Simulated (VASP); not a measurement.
A run of VASP 6.6.1:

Contents of INCAR:

```
SYSTEM = Mo
PREC = Accurate ; ENCUT = 300
EDIFF = 1E-6 ; ISMEAR = 1
SIGMA = 0.1 ; LREAL = .False.
LASPH = .True. ; NELM = 80
ALGO = Normal ; ISIF = 3
LWAVE = .False. ; LCHARG = .False.
GGA = PE ; IBRION = 2
NSW = 90 ; EDIFFG = -0.01
```

The input KPOINTS:

```
Automatic mesh
0
Gamma
  8 8 8
  0 0 0
```

File POSCAR:

```
Mo
1.0
   -1.5734150000      1.5734150000      1.5734150000
    1.5734150000     -1.5734150000      1.5734150000
    1.5734150000      1.5734150000     -1.5734150000
Mo
1
Direct
    0.0000000000      0.0000000000      0.0000000000
```

Potentials or basis: VASP PAW PBE potentials, release 64 (Mo).

Command:

```sh
$ cat potpaw_PBE.64/Mo/POTCAR > POTCAR
$ mpirun -np 1 vasp_std > vasp.out
```

Hardware: 1 thread of Intel(R) Xeon(R) Platinum 8259CL CPU @ 2.50GHz (Skylake/Cascade Lake), with other jobs on the host.

Q: How long does it take, and how much memory?

A: Run time: 4.6 s on 1 thread of Intel(R) Xeon(R) Platinum 8259CL CPU @ 2.50GHz (Skylake/Cascade Lake), with other jobs on the host, peak memory 0.11 GiB. Counts: scf iterations 21, k points 29, ion steps 3.
